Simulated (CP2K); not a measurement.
The system is Mg.

```xyz
2
Lattice="3.2093 0.0000 0.0000 -1.6046 2.7793 0.0000 0.0000 0.0000 5.2103" Properties=species:S:1:pos:R:3 pbc="T T T"
Mg    1.6047    0.9264    3.9077
Mg    0.0000    1.8529    1.3026
```

Base run:

- Program: CP2K 2026.2
- Functional: PBEsol
- Potentials or basis: POTENTIAL_UZH Mg GTH-PBE-q10; TZVP-MOLOPT-PBE-GTH basis
- Density cutoff: 19048 eV
- k mesh: 10 × 10 × 5
- Occupations: fermi-dirac, width 0.05 eV
- Spin: no spin polarisation

Its results: band gap on the k mesh none (metal or under the smearing width); pressure -0.1 GPa.

Problem. After a change of settings the same cell gave: band gap on the k mesh none (metal or under the smearing width); pressure -7.1 GPa. Which change was it?
A. functional from PBEsol to AM05
B. functional from PBEsol to HLE16
C. functional from PBEsol to vdW-DF-cx
D. functional from PBEsol to MS2

Solution. B.

Caveats: the potentials were made for another functional, which shifts forces and pressure; the basis of atomic orbitals isn't converged, which shifts pressures, moduli and gaps; the potentials were made for a functional far from this one (some runs).

Runs at the PBE level aren't shown here.
